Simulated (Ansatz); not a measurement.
# SnS2: the cost of one run

Program: Ansatz 0.2.0. Level of theory: DFT PBE+D3(BJ), scalar-relativistic, plane waves, PAW. These are calculated values, not measurements.

2 further runs of the same task are left out: 2 set aside as unsound or not needed.

**1. Starting point**

Symmetry: P-3m1, No. 164, trigonal system. The conventional cell has a = 3.670 Å, b = 3.670 Å, c = 5.800 Å, α = 90.00°, β = 90.00°, γ = 120.00°. Sn (site symmetry -3m) is surrounded by 6 S at 2.58 Å. Around S (site symmetry 3m) lie 3 Sn at 2.58 Å.

Coordinates:

```cif
data_structure
_symmetry_space_group_name_H-M 'P-3m1'
_symmetry_Int_Tables_number 164
_cell_length_a 3.6697
_cell_length_b 3.6697
_cell_length_c 5.7999
_cell_angle_alpha 90.000
_cell_angle_beta 90.000
_cell_angle_gamma 120.000
_cell_volume 67.64
loop_
_atom_site_label
_atom_site_type_symbol
_atom_site_symmetry_multiplicity
_atom_site_Wyckoff_symbol
_atom_site_fract_x
_atom_site_fract_y
_atom_site_fract_z
_atom_site_occupancy
Sn1 Sn 1 a 0.00000 0.00000 0.00000 1
S1 S 2 d 0.66667 0.33333 0.25486 1
```

This cell was relaxed beforehand with the same method: volume 22.55 Å³/atom, gap on the mesh 1.24 eV.

**2. The reference: the undisturbed cell on the scan's mesh**

File input.yaml:

```yaml
crystal:
  lattice:
    - [3.6697414776, 0.0, 0.0]
    - [-1.8348707388, 3.1780893449, 0.0]
    - [0.0, 0.0, 5.7999210185]
  atoms:
    - { symbol: Sn, position: [0.0, 0.0, 0.0] }
    - { symbol: S, position: [0.6666666667, 0.3333333333, 0.2548559188] }
    - { symbol: S, position: [0.3333333333, 0.6666666667, 0.7451440812] }
basis:
  ecutwfc: 420
kpoints:
  mp_grid: { grid: [12, 12, 6] }
hamiltonian:
  xc: pbe
  dispersion: d3bj
scf:
  occupations: { method: gaussian, width: 0.05 }
output:
  forces: true
  stress: true
  eigenvalues: true
  write_density: true
  write_potential: true
  elf: true
  volumetric_format: npy
```

Launch:

```
$ ansatz run input.yaml --threads 1 --pin off --max-ram 2560MiB --backend cpu --events-out ev --progress --plain --runs-dir out
```

Q: Estimate wall time and peak memory on 1 thread of Intel Xeon Platinum 8259CL at 2.50GHz (Skylake/Cascade Lake), shared host.

About 7.7 s, with a peak of 0.45 GiB.
